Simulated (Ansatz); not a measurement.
What a change of settings does to a run on SnO

The cell was built from the zincblende type and relaxed in the same program; it needn't be a known or the stable phase. The listed cell was then made from it by scaling, straining or moving an atom.

First run: DFT, PBE, all-electron PAW with datasets made for the crystal, scalar-relativistic (Ansatz 0.2.0).

Command: `ansatz run input.yaml --threads 1 --pin off --max-ram 2048MiB --backend cpu --events-out ev --progress --plain --runs-dir out` The run took 12 s on 1 thread of Arm Neoverse V1 (shared host), peak memory 0.53 GiB.

```yaml
crystal:
  lattice:
    - [0.0, 2.7005951184, 2.7005951184]
    - [2.7005951184, 0.0, 2.7005951184]
    - [2.7005951184, 2.7005951184, 0.0]
  atoms:
    - { symbol: Sn, position: [0.0, 0.0, 0.0] }
    - { symbol: O, position: [0.25, 0.25, 0.25] }
kpoints:
  mp_grid: { grid: [12, 12, 12] }
scf:
  occupations: { method: fermi_dirac, width: 0.08 }
hamiltonian:
  xc: pbe
  pseudopotentials: { kind: all_electron, datasets: crystal }
output:
  forces: true
  stress: true
  eigenvalues: true
  efg: { contact_densities: true }
```

Result: converged; pressure 2.67 GPa; no gap on the k mesh; 10 SCF iterations.

Spin–orbit coupling is left out, though it moves levels of the heavy atoms by tenths of an eV or more.

The input is then changed:

```diff
@@ -19,3 +19,4 @@
   eigenvalues: true
   efg: { contact_densities: true }
+accuracy: high
```

What does the second run give?

It was refused before any iteration. The program says:
```
Error: hamiltonian.pseudopotentials.datasets: crystal, beside a feature not held to (accuracy, as the run sets its own cutoffs) — the datasets of this kind: all_electron run are made for its crystal, and no such run has been held to what stands beside, or a reason given rules it out; change each as told or leave it out, or set another kind (and leave the keys of all_electron out)
```
